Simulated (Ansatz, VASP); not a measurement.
## Two plane-wave programs on Os

INCAR

```
PREC = Accurate
ENCUT = 520
EDIFF = 1E-6
ISMEAR = -1
SIGMA = 0.1
LREAL = False
LASPH = True
NELM = 80
ALGO = Normal
ISIF = 2
LWAVE = False
LCHARG = True
GGA = PE
LELF = True
LVHAR = True
NBANDS = 10
```

Contents of KPOINTS:

```
regular mesh
0
Gamma
  16 16 16
```

The input POSCAR:

```
Os
1.0
    0.0000000000      1.9540883346      1.9540883346
    1.9540883346      0.0000000000      1.9540883346
    1.9540883346      1.9540883346      0.0000000000
Os
1
Direct
    0.0000000000      0.0000000000      0.0000000000
```

Input for Ansatz:

```yaml
crystal:
  lattice:
    - [0.0, 1.9540883346, 1.9540883346]
    - [1.9540883346, 0.0, 1.9540883346]
    - [1.9540883346, 1.9540883346, 0.0]
  atoms:
    - { symbol: Os, position: [0.0, 0.0, 0.0] }
hamiltonian:
  xc: pbe
  pseudopotentials:
    kind: paw
    azcp:
      Os: "pseudopotentials/Os.paw.azcp"
basis:
  ecutwfc: 420
  fft_grid_basis: typed
kpoints:
  mp_grid: { grid: [16, 16, 16], shift: [0, 0, 0] }
magnetization:
  spin_polarized: false
scf:
  occupations: { method: fermi_dirac, width: 0.1 }
  lower_state_search: "off"
output:
  stress: true
```

Alike in both runs: task single point; functional PBE; k mesh 16 × 16 × 16; occupations fermi-dirac, width 0.1 eV; no spin polarisation.

|  | VASP | Ansatz |
| --- | --- | --- |
| version | VASP 6.6.1 | Ansatz 0.2.0 |
| potentials or method | VASP PAW PBE potentials, release 64 (Os) | plane waves (420 eV) with PAW, scalar-relativistic |
| plane-wave cutoff (eV) | 520 | 420 |
| valence electrons in the cell | 8 | 16 |

VASP gave:

- pressure (GPa): -14.4

Problem. What did Ansatz give for the same quantities?

Solution. Pressure (GPa): -14.1.

With one functional, cell and mesh, what is left measures potentials, basis and numerics. The two sets of potentials don't hold the same shells in valence.

Spin-orbit coupling is left out, which matters for the levels of Os.
